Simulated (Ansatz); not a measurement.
## BP (F-43m) as a strained film

```yaml
crystal:
  lattice:
    - [2.26007, 2.26007, 0.00000]
    - [-2.26007, 2.26007, 0.00000]
    - [0.00000, 2.26007, 2.26007]
  atoms:
    - { symbol: B, position: [0.00000, 0.00000, 0.00000] }
    - { symbol: P, position: [0.75000, 0.25000, 0.50000] }
```

This cell was relaxed by PAW under PBEsol. A film on a (001) substrate is mimicked by stretching x and y by ε∥; the length along z and the atoms then relax by PAW (default files of Ansatz 0.2.0, cutoff 420 eV, stress met within about 0.05 GPa). Stress and levels come from PBEsol, all-electron LAPW in Ansatz 0.2.0, scalar-relativistic; k mesh 8×8×8, fixed occupations, basis error target 0.5 meV/atom. Conduction levels are in eV over the valence top, at fixed fractional wave vectors («min» is a refined band extremum of the unstrained crystal off the named points).

```
ε∥ (%)  ε⊥ (%)  σ∥ (GPa, tension positive)  min ⊥ z  min ∥ z  X ⊥ z  X ∥ z  2nd valence level at Γ     3rd
  -2.0   0.944                       -8.30    0.846    1.223  0.939  1.268                   0.000  -0.306
  -1.0   0.475                       -3.98    0.982    1.171  1.075  1.239                   0.000  -0.149
  -0.5   0.251                       -1.92    1.048    1.144  1.141  1.225                   0.000  -0.075
   0.0   0.000                        0.04    1.115    1.115  1.209  1.209                   0.000   0.000
   0.5  -0.241                        1.95    1.109    1.015  1.203  1.120                  -0.072  -0.072
   1.0       ?                           ?        ?        ?      ?      ?                       ?       ?
   2.0  -0.938                        7.30    1.101    0.726  1.195  0.870                  -0.274  -0.274
```

The last two columns are counted from the highest valence level at Γ.

Task: How does the film contract along z, and how stiff is it in the plane?

Result: Quadratic fits through the 6 rows shown have slopes dε⊥/dε∥ = -0.472 and dσ∥/dε∥ = 389.7 GPa at zero strain. Elasticity asks −2C12/C11 = -0.470 and C11 + C12 − 2C12²/C11 = 389.4 GPa, from PAW constants C11 = 346.2, C12 = 81.3 GPa. At the level of the σ∥ column the films keep up to 0.06 GPa along z against the unstrained cell, and the constants are scalar-relativistic PAW values, so part of the difference is the change of level.

Task: Which shear deformation potential b does the valence splitting give?

Result: Without spin-orbit coupling the single level moves against the pair by 3b(ε⊥ − ε∥): -0.0749 eV at ε⊥ − ε∥ = 0.00751 and 0.0719 eV at -0.00741, so b = -3.28 eV.

Task: And the uniaxial potential of the lowest valleys?

Result: The valley along z moves against those in the plane by Ξu(ε⊥ − ε∥): from 0.0961 to -0.0948 eV between the two smallest strains, so Ξu = 12.79 eV.

Task: Fill the row at ε∥ = 1.0 %.

Result: The fits give ε⊥ = -0.469 % and σ∥ = 3.81 GPa. Computed: ε⊥ (%) = -0.465, σ∥ (GPa, tension positive) = 3.80, min ⊥ z = 1.105, min ∥ z = 0.918, X ⊥ z = 1.199, X ∥ z = 1.037, 2nd valence level at Γ = -0.140, 3rd = -0.140. The levels have a kink at zero strain, where another valence state takes the top, so one parabola doesn't fit them.

Task: What is the slope of the gap under small compression and under small tension?

Result: dE_g/dε∥ is 135 meV per % on the compressed side and -201 on the stretched side, so the gap falls either way. The lowest conduction level lies at min ⊥ z under the strongest compression and at min ∥ z under the strongest tension.

Limits of these numbers: the frozen-core PAW files of the relaxations were fitted under PBE, their cores solved anew for this functional; semilocal gaps are low, and the spacing of valleys can be off by tenths of an eV; levels are read at fixed fractional k, so an edge that moves off these points is missed; with spin-orbit coupling the valence top splits by 2|b| and not 3|b| times the shear while that is small against the spin-orbit gap, so the gap's slopes differ from these.
